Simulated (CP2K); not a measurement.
Crystal: As.

```
As
1.0
     4.56640    0.00000    0.00000
    -2.28320    3.95462    0.00000
     0.00000    0.00000    2.83374
As
2
Cartesian
  0.0000 2.6364 0.0000
  2.2832 1.3182 0.0000
```

The cell was built by a generator and needn't be a form met in nature.

Base run:

| Item | Value |
| --- | --- |
| Program | CP2K 2026.2 |
| Functional | LDA |
| Potentials or basis | POTENTIAL_UZH As GTH-PBE-q5; TZVP-MOLOPT-PBE-GTH basis |
| Density cutoff | 9184 eV |
| k mesh | 7 × 7 × 9 |
| Occupations | fermi-dirac, width 0.05 eV |
| Spin | no spin polarisation |

Its results: band gap on the k mesh none (metal or under the smearing width); pressure -1.4 GPa.

The run is repeated on the same cell with these changes: functional from LDA to rev-vdW-DF2. What comes out?

Band gap on the k mesh none (metal or under the smearing width); pressure 0.5 GPa.

Caveats: the potentials were made for another functional, which shifts forces and pressure; the basis of atomic orbitals isn't converged, which shifts pressures, moduli and gaps.

Not every run made on this cell is shown here.
